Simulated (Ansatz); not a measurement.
LiF in the rocksalt structure, relaxed with r2SCAN in Ansatz 0.2.0: the symmetry is Fm-3m (No. 225, cubic); a = 3.990 Å in the conventional setting, 7.94 Å³ an atom. Li is surrounded by 6 F at 1.99 Å; F is surrounded by 6 Li at 1.99 Å. It was then strained (isotropic on every length). Unstrained, r2SCAN gives 10.330 eV (Γ, 10×10×10 mesh), and the band edges keep their places in every row. Stress is positive in compression. (Simulation; spin polarisation is off.)

```tsv
strain (%)	ln(V/V₀)	ΔE_g, r2SCAN (eV)	Δpressure, r2SCAN (GPa)	Δ(G0W0@PBE gap on 6×6×6)
-4.0	-0.1225	+1.278	+12.30	+1.372
-3.0	-0.0914	+0.935	+8.59	+1.006
-2.5	-0.0760	+0.770	+6.91	+0.830
-1.0	-0.0302	+0.296	+2.49	+0.320
+2.0	+0.0594	-0.551	-4.06	-0.602
+4.0	+0.1177	-1.052	-7.11	-1.146
```

**Question.** Fit ΔE_g = a x + b x² to these rows by least squares, with x = ln(V/V₀).

**Answer.** The normal equations take Σx² = 4.743e-02, Σx³ = -1.228e-03, Σx⁴ = 5.335e-04, ΣxΔE = -4.660e-01 and Σx²ΔE = 1.519e-02, and give a = -9.66 eV, b = +6.2 eV; the largest residual is 0.002 eV. a is the volume deformation potential of this gap.

**Question.** Fit the change of pressure in the same way.

**Answer.** Δpressure = -79.4 x + (165) x² GPa. So B₀ = 79.4 GPa and B′ ≈ 2 × 165/79.4 = 4.2; two terms over so wide a range bias B₀ by a few per cent and B′ by more; the gap's pressure coefficient at zero is −a/B₀ = +122 meV/GPa, with r2SCAN's a and r2SCAN's B₀.

**Question.** Predict the withheld row at -2.0 % (x = -0.0606).

**Answer.** ΔE_g ≈ -9.66 × (-0.0606) + (6.2) × (-0.0606)² = +0.608 eV, and Δpressure ≈ +5.42 GPa. The runs give +0.608 eV and +5.34 GPa, off by 0.000 eV and -0.08 GPa.

**Question.** Fit the last column too (unstrained value 13.589 eV), and predict it for the withheld row.

**Answer.** Δ = -10.46 x + (6.1) x² eV, which gives +0.656 eV at x = -0.0606; the run gives +0.657 eV. Its slope is 1.08 of r2SCAN's. G0W0 here is at a finite number of bands, screening cutoff and k mesh, not at the basis limit.
